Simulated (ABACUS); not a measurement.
Crystal: V.

```
V
1.0
     2.62293    0.00000    0.00000
    -0.87431    2.47292    0.00000
    -0.87431   -1.23646    2.14161
V
1
Direct
  0.00000 0.00000 0.00000
```

Base run:

| Property | Result |
| --- | --- |
| Program | ABACUS 3.10.1 |
| Functional | HCTH407 |
| Potentials or basis | PseudoDojo NC SR 0.4.1 PBE standard |
| Cutoff | 1143 eV |
| Density cutoff | 4572 eV |
| Basis | plane waves |
| k mesh | 10 × 10 × 10 |
| Occupations | fermi-dirac, width 0.05 eV |
| Spin | collinear spin, ferromagnetic start |
| Starting moments | [2.0] μB |

Its results: band gap on the k mesh none (metal or under the smearing width); pressure -8.5 GPa; net moment 0.00 μB per cell.

Problem. The run is repeated on the same cell with these changes: functional from HCTH407 to B86bPBE. What comes out?

Solution. Band gap on the k mesh none (metal or under the smearing width); pressure -4.5 GPa; net moment 0.00 μB per cell.

Caveats: the potentials were made for another functional, which shifts forces and pressure.

Not every run made on this cell is shown here.
